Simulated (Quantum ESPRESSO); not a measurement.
# Rb (Im-3m) in Quantum ESPRESSO: notebook

Aim: see how the results for Rb move with the level of theory and the settings. Levels: PBEsol, LDA. Tasks: band structure, single point, equation of state.

Program: Quantum ESPRESSO 7.5. These are calculated values, not measurements. Logs are shortened: lines on timing, memory, paths and dates and some standing lists are left out, and cuts for length are marked.

### Step 1. Starting point

It takes space group Im-3m (No. 229, cubic). The conventional cell has a = 5.605 Å, b = 5.605 Å, c = 5.605 Å, α = 90.00°, β = 90.00°, γ = 90.00°.

### Step 2. Band structure, PBEsol

The input, pw.in:

```
&CONTROL
  calculation = 'scf'
  prefix = 'pwscf'
  outdir = './tmp'
  pseudo_dir = './pseudo'
  tprnfor = .true.
  tstress = .true.
  disk_io = 'low'
/
&SYSTEM
  ibrav = 0
  nat = 1
  ntyp = 1
  ecutwfc = 45
  ecutrho = 360
  nbnd = 10
  occupations = 'smearing'
  smearing = 'fd'
  degauss = 0.00367493
/
&ELECTRONS
  conv_thr = 2d-10
  electron_maxstep = 120
  mixing_beta = 0.5
/
ATOMIC_SPECIES
Rb    85.4678 rb_pbesol_v1.uspp.F.UPF
CELL_PARAMETERS angstrom
  -2.8025000000    2.8025000000    2.8025000000
   2.8025000000   -2.8025000000    2.8025000000
   2.8025000000    2.8025000000   -2.8025000000
ATOMIC_POSITIONS crystal
Rb     0.0000000000    0.0000000000    0.0000000000
K_POINTS automatic
7 7 7 0 0 0
```

The input, bands.in:

```
&CONTROL
  calculation = 'bands'
  prefix = 'pwscf'
  outdir = './tmp'
  pseudo_dir = './pseudo'
  disk_io = 'low'
  verbosity = 'high'
/
&SYSTEM
  ibrav = 0
  nat = 1
  ntyp = 1
  ecutwfc = 45
  ecutrho = 360
  nbnd = 10
  occupations = 'smearing'
  smearing = 'fd'
  degauss = 0.00367493
/
&ELECTRONS
  conv_thr = 1d-08
  electron_maxstep = 120
  mixing_beta = 0.5
  diago_full_acc = .true.
  startingwfc = 'random'
/
ATOMIC_SPECIES
Rb    85.4678 rb_pbesol_v1.uspp.F.UPF
CELL_PARAMETERS angstrom
  -2.8025000000    2.8025000000    2.8025000000
   2.8025000000   -2.8025000000    2.8025000000
   2.8025000000    2.8025000000   -2.8025000000
ATOMIC_POSITIONS crystal
Rb     0.0000000000    0.0000000000    0.0000000000
K_POINTS crystal
60
 0.0000000000  0.0000000000  0.0000000000 1
 0.0416666667 -0.0416666667  0.0416666667 1
 0.0833333333 -0.0833333333  0.0833333333 1
 0.1250000000 -0.1250000000  0.1250000000 1
 0.1666666667 -0.1666666667  0.1666666667 1
 0.2083333333 -0.2083333333  0.2083333333 1
 0.2500000000 -0.2500000000  0.2500000000 1
 0.2916666667 -0.2916666667  0.2916666667 1
 0.3333333333 -0.3333333333  0.3333333333 1
 0.3750000000 -0.3750000000  0.3750000000 1
 0.4166666667 -0.4166666667  0.4166666667 1
 0.4583333333 -0.4583333333  0.4583333333 1
 0.5000000000 -0.5000000000  0.5000000000 1
 0.4375000000 -0.4375000000  0.5000000000 1
 0.3750000000 -0.3750000000  0.5000000000 1
 0.3125000000 -0.3125000000  0.5000000000 1
 0.2500000000 -0.2500000000  0.5000000000 1
 0.1875000000 -0.1875000000  0.5000000000 1
 0.1250000000 -0.1250000000  0.5000000000 1
 0.0625000000 -0.0625000000  0.5000000000 1
 0.0000000000  0.0000000000  0.5000000000 1
 0.0000000000  0.0000000000  0.4444444444 1
 0.0000000000  0.0000000000  0.3888888889 1
 0.0000000000  0.0000000000  0.3333333333 1
 0.0000000000  0.0000000000  0.2777777778 1
 0.0000000000  0.0000000000  0.2222222222 1
 0.0000000000  0.0000000000  0.1666666667 1
 0.0000000000  0.0000000000  0.1111111111 1
 0.0000000000  0.0000000000  0.0555555556 1
 0.0000000000  0.0000000000  0.0000000000 1
 0.0227272727  0.0227272727  0.0227272727 1
 0.0454545455  0.0454545455  0.0454545455 1
 0.0681818182  0.0681818182  0.0681818182 1
 0.0909090909  0.0909090909  0.0909090909 1
 0.1136363636  0.1136363636  0.1136363636 1
 0.1363636364  0.1363636364  0.1363636364 1
 0.1590909091  0.1590909091  0.1590909091 1
 0.1818181818  0.1818181818  0.1818181818 1
 0.2045454545  0.2045454545  0.2045454545 1
 0.2272727273  0.2272727273  0.2272727273 1
 0.2500000000  0.2500000000  0.2500000000 1
 0.2708333333  0.1875000000  0.2708333333 1
 0.2916666667  0.1250000000  0.2916666667 1
 0.3125000000  0.0625000000  0.3125000000 1
 0.3333333333  0.0000000000  0.3333333333 1
 0.3541666667 -0.0625000000  0.3541666667 1
 0.3750000000 -0.1250000000  0.3750000000 1
 0.3958333333 -0.1875000000  0.3958333333 1
 0.4166666667 -0.2500000000  0.4166666667 1
 0.4375000000 -0.3125000000  0.4375000000 1
 0.4583333333 -0.3750000000  0.4583333333 1
 0.4791666667 -0.4375000000  0.4791666667 1
 0.5000000000 -0.5000000000  0.5000000000 1
 0.2500000000  0.2500000000  0.2500000000 1
 0.2083333333  0.2083333333  0.2916666667 1
 0.1666666667  0.1666666667  0.3333333333 1
 0.1250000000  0.1250000000  0.3750000000 1
 0.0833333333  0.0833333333  0.4166666667 1
 0.0416666667  0.0416666667  0.4583333333 1
 0.0000000000  0.0000000000  0.5000000000 1
```

Potentials or basis: GBRV 1.5 PBEsol.

Started as:

```sh
> OMP_NUM_THREADS=1 mpirun -n 2 pw.x -nk 2 -in pw.in > pw.out
> OMP_NUM_THREADS=1 mpirun -n 2 pw.x -nk 2 -in bands.in > bands.out
```

pw.out:

```text
This program is part of the open-source Quantum ESPRESSO suite
     for quantum simulation of materials; please cite
[... 13 lines left out ...]
     --------------------
     sticks:   dense  smooth     PW     G-vecs:    dense   smooth      PW
     Sum        2267    1137    337                68563    24295    3925

     Using Slab Decomposition

     bravais-lattice index     =            0
     lattice parameter (alat)  =       9.1729  a.u.
     unit-cell volume          =     594.1464 (a.u.)^3
     number of atoms/cell      =            1
     number of atomic types    =            1
     number of electrons       =         9.00
     number of Kohn-Sham states=           10
     kinetic-energy cutoff     =      45.0000  Ry
     charge density cutoff     =     360.0000  Ry
     scf convergence threshold =      2.0E-10
     mixing beta               =       0.5000
     number of iterations used =            8  plain     mixing
     Exchange-correlation= SLA  PW   PSX  PSC
                           (   1   4  10   8   0   0   0)

     celldm(1)=   9.172867  celldm(2)=   0.000000  celldm(3)=   0.000000
     celldm(4)=   0.000000  celldm(5)=   0.000000  celldm(6)=   0.000000

     crystal axes: (cart. coord. in units of alat)
               a(1) = (  -0.577350   0.577350   0.577350 )
               a(2) = (   0.577350  -0.577350   0.577350 )
               a(3) = (   0.577350   0.577350  -0.577350 )

     reciprocal axes: (cart. coord. in units 2 pi/alat)
               b(1) = ( -0.000000  0.866025  0.866025 )
               b(2) = (  0.866025 -0.000000  0.866025 )
               b(3) = (  0.866025  0.866025  0.000000 )

     PseudoPot. # 1 for Rb read from file:
     rb_pbesol_v1.uspp.F.UPF
     Pseudo is Ultrasoft + core correction, Zval =  9.0
     Generated by new atomic code, or converted to UPF format
     Using radial grid of  881 points,  6 beta functions with:
                l(1) =   0
                l(2) =   0
                l(3) =   1
                l(4) =   1
                l(5) =   2
                l(6) =   2
     Q(r) pseudized with  8 coefficients,  rinner =    1.900   1.900   1.900
                                                       1.900   1.900

     atomic species   valence    mass     pseudopotential
     Rb                9.00    85.46780     Rb( 1.00)

     48 Sym. Ops., with inversion, found

   Cartesian axes

     site n.     atom                  positions (alat units)
         1        Rb     tau(   1) = (   0.0000000   0.0000000   0.0000000  )

     number of k points=    20  Fermi-Dirac smearing, width (Ry)=  0.0037
                       cart. coord. in units 2pi/alat
        k(    1) = (   0.0000000   0.0000000   0.0000000), wk =   0.0058309
        k(    2) = (   0.1237179   0.1237179   0.0000000), wk =   0.0699708
        k(    3) = (   0.2474358   0.2474358   0.0000000), wk =   0.0699708
        k(    4) = (   0.3711537   0.3711537   0.0000000), wk =   0.0699708
        k(    5) = (   0.2474358   0.1237179   0.1237179), wk =   0.1399417
        k(    6) = (   0.3711537   0.2474358   0.1237179), wk =   0.2798834
[... 12 lines left out ...]
        k(   19) = (  -0.7423075  -0.1237179  -0.1237179), wk =   0.0466472
        k(   20) = (  -0.0000000  -0.0000000   0.7423075), wk =   0.0349854

     Dense  grid:    68563 G-vectors     FFT dimensions: (  60,  60,  60)

     Smooth grid:    24295 G-vectors     FFT dimensions: (  40,  40,  40)

     Initial potential from superposition of free atoms

     starting charge       8.4942, renormalised to       9.0000

     negative rho (up, down):  7.311E-02 0.000E+00
     Starting wfcs are   10 randomized atomic wfcs

     Self-consistent Calculation

     iteration #  1     ecut=    45.00 Ry     beta= 0.50
     Davidson diagonalization with overlap
     ethr =  1.00E-02,  avg # of iterations =  4.0

     negative rho (up, down):  6.869E-02 0.000E+00

     total energy              =     -53.10778759 Ry
     estimated scf accuracy    <       0.15158872 Ry

[... 60 lines left out ...]
     estimated scf accuracy    <          2.3E-10 Ry

     iteration # 10     ecut=    45.00 Ry     beta= 0.50
     Davidson diagonalization with overlap
     ethr =  2.50E-12,  avg # of iterations =  2.0

     negative rho (up, down):  6.898E-02 0.000E+00

     End of self-consistent calculation

          k = 0.0000 0.0000 0.0000 (  3043 PWs)   bands (ev):

   -26.7765 -10.8179 -10.8179 -10.8179   0.0459   5.7787   5.7787   5.7787
     6.7471   6.7471

          k = 0.1237 0.1237 0.0000 (  3024 PWs)   bands (ev):

   -26.7756 -10.8387 -10.8247 -10.8179   0.2921   5.3436   5.4722   6.0080
     6.4721   6.6705

          k = 0.2474 0.2474 0.0000 (  3028 PWs)   bands (ev):

   -26.7735 -10.8847 -10.8399 -10.8179   0.9821   4.2738   4.9872   6.5970
     6.6732   6.6900

          k = 0.3712 0.3712 0.0000 (  3042 PWs)   bands (ev):

   -26.7718 -10.9207 -10.8521 -10.8180   1.9517   3.2127   4.6966   6.4623
     7.0315   7.6965

          k = 0.2474 0.1237 0.1237 (  3021 PWs)   bands (ev):

   -26.7740 -10.8702 -10.8328 -10.8228   0.7620   4.7038   4.9646   6.3159
     6.3894   7.0109

          k = 0.3712 0.2474 0.1237 (  3037 PWs)   bands (ev):

   -26.7722 -10.9046 -10.8511 -10.8246   1.6126   3.7785   4.5355   6.3363
     6.8177   7.2895

          k = 0.4949 0.3712 0.1237 (  3022 PWs)   bands (ev):

   -26.7713 -10.9189 -10.8604 -10.8250   2.4914   2.9183   4.3871   6.1130
     7.2979   7.3156

          k = 0.4949 0.2474 0.2474 (  3030 PWs)   bands (ev):

   -26.7711 -10.9045 -10.8755 -10.8306   2.5494   3.4221   3.7536   6.1790
     6.7194   7.2482

          k = 0.2474 0.2474 0.2474 (  3025 PWs)   bands (ev):

   -26.7727 -10.8974 -10.8353 -10.8353   1.4187   4.2262   4.2262   6.4215
     7.0300   7.0300

          k = 0.3712 0.3712 0.2474 (  3030 PWs)   bands (ev):

   -26.7715 -10.9053 -10.8592 -10.8372   2.3774   3.4069   3.9968   5.7470
     7.2407   7.3902

          k =-0.0000-0.0000 0.2474 (  3035 PWs)   bands (ev):

   -26.7747 -10.8435 -10.8317 -10.8317   0.5320   5.3886   5.3886   5.4786
     6.0844   7.1853

          k = 0.4949 0.3712 0.3712 (  3015 PWs)   bands (ev):

   -26.7713 -10.8819 -10.8819 -10.8476   3.2490   3.2490   3.4132   5.1400
     7.4048   7.4048

          k =-0.0000-0.1237 0.3712 (  3037 PWs)   bands (ev):

   -26.7726 -10.8822 -10.8474 -10.8339   1.2049   4.3271   5.0598   5.5623
     6.6683   7.1395

          k =-0.0000-0.2474 0.4949 (  3035 PWs)   bands (ev):

   -26.7710 -10.9154 -10.8598 -10.8329   2.1641   3.3018   4.8206   5.4593
     6.9321   7.6615

          k = 0.1237-0.1237 0.4949 (  3035 PWs)   bands (ev):

   -26.7709 -10.9015 -10.8675 -10.8410   2.0080   3.7830   4.4903   5.7243
     6.4020   7.3100

          k =-0.7423-0.2474-0.2474 (  3022 PWs)   bands (ev):

   -26.7701 -10.9090 -10.8802 -10.8413   2.9518   3.0341   4.0963   5.7896
     6.5877   7.2486

          k =-0.0000-0.0000 0.4949 (  3031 PWs)   bands (ev):

   -26.7708 -10.8820 -10.8640 -10.8640   1.8198   4.1167   5.1308   5.1308
     6.0947   6.9333

          k =-0.0000-0.1237 0.6186 (  3028 PWs)   bands (ev):

   -26.7694 -10.9032 -10.8772 -10.8661   2.6708   3.4906   4.8018   5.1020
     6.0169   7.6846

          k =-0.7423-0.1237-0.1237 (  3042 PWs)   bands (ev):

   -26.7687 -10.8966 -10.8966 -10.8694   3.2512   3.2512   4.2903   5.7255
     5.7255   7.4355

          k =-0.0000-0.0000 0.7423 (  3044 PWs)   bands (ev):

   -26.7680 -10.8946 -10.8911 -10.8911   3.1479   3.3999   5.2007   5.3197
     5.3197   7.6017

     the Fermi energy is     2.0560 ev

!    total energy              =     -53.12114910 Ry
     estimated scf accuracy    <          1.5E-11 Ry
     smearing contrib. (-TS)   =      -0.00057858 Ry
     internal energy E=F+TS    =     -53.12057053 Ry

     The total energy is F=E-TS. E is the sum of the following terms:
     one-electron contribution =     -26.33747180 Ry
     hartree contribution      =      13.94076692 Ry
     xc contribution           =     -12.89340144 Ry
     ewald contribution        =     -27.83046422 Ry

     convergence has been achieved in  10 iterations

     negative rho (up, down):  6.898E-02 0.000E+00

     Forces acting on atoms (cartesian axes, Ry/au):

     atom    1 type  1   force =     0.00000000    0.00000000    0.00000000

     Total force =     0.000000     Total SCF correction =     0.000000

     Computing stress (Cartesian axis) and pressure

     negative rho (up, down):  6.898E-02 0.000E+00
          total   stress  (Ry/bohr**3)                   (kbar)     P=       -0.63
  -0.00000431  -0.00000000   0.00000000           -0.63       -0.00        0.00
  -0.00000000  -0.00000431   0.00000000           -0.00       -0.63        0.00
   0.00000000   0.00000000  -0.00000431            0.00        0.00       -0.63

=------------------------------------------------------------------------------=
   JOB DONE.
=------------------------------------------------------------------------------=
```

Run time: 16 s. Hardware: 2 MPI ranks of Intel Xeon 6975P-C (Granite Rapids), shared host; peak memory 0.36 GiB.

Results:

```
Free energy            : -722.7501 eV
Pressure               : -0.1 GPa
Band gap on the k mesh : none (metal or under the smearing width)
```

Levels at the corners of the path, in eV from the Fermi level:
```csv
point,band 1,band 2,band 3,band 4,band 5,band 6,band 7,band 8,band 9
Γ,-28.83,-12.87,-12.87,-12.87,-2.01,3.72,3.72,3.72,4.69
H,-28.82,-12.95,-12.95,-12.95,1.25,1.25,3.33,3.33,3.33
N,-28.83,-12.98,-12.91,-12.87,0.24,0.81,2.60,4.34,5.25
Γ,-28.83,-12.87,-12.87,-12.87,-2.01,3.72,3.72,3.72,4.69
P,-28.83,-12.93,-12.93,-12.93,1.32,1.32,1.32,2.69,5.44
H,-28.82,-12.95,-12.95,-12.95,1.25,1.25,3.33,3.33,3.33
P,-28.83,-12.93,-12.93,-12.93,1.32,1.32,1.32,2.69,5.44
N,-28.83,-12.98,-12.91,-12.87,0.24,0.81,2.60,4.34,5.25
```

Caveat: some levels on the path didn't converge.

### Step 3. Single point, LDA, 82.76 Å³/atom

The input, pw.in:

```
&CONTROL
  calculation = 'scf'
  prefix = 'pwscf'
  outdir = './tmp'
  pseudo_dir = './pseudo'
  tstress = .true.
  disk_io = 'nowf'
/
&SYSTEM
  ibrav = 0
  nat = 1
  ntyp = 1
  ecutwfc = 45
  ecutrho = 360
  nbnd = 10
  occupations = 'smearing'
  smearing = 'fd'
  degauss = 0.00367493
/
&ELECTRONS
  conv_thr = 2d-10
  electron_maxstep = 120
  mixing_beta = 0.5
/
ATOMIC_SPECIES
Rb    85.4678 rb_lda_v1.uspp.F.UPF
CELL_PARAMETERS angstrom
  -2.7452900697    2.7452900697    2.7452900697
   2.7452900697   -2.7452900697    2.7452900697
   2.7452900697    2.7452900697   -2.7452900697
ATOMIC_POSITIONS crystal
Rb     0.0000000000    0.0000000000    0.0000000000
K_POINTS automatic
7 7 7 0 0 0
```

Potentials or basis: GBRV 1.5 LDA.

Started as:

```sh
> OMP_NUM_THREADS=1 mpirun -n 2 pw.x -nk 2 -in pw.in > pw.out
```

It took 8.1 s on 2 MPI ranks of Intel Xeon 6975P-C (Granite Rapids), shared host; peak memory 0.34 GiB.

Results (log left out):

* Free energy: -724.6832 eV
* Pressure: -0.2 GPa
* Band gap on the k mesh: none (metal or under the smearing width)

(Part 1 of 2 ends here.)
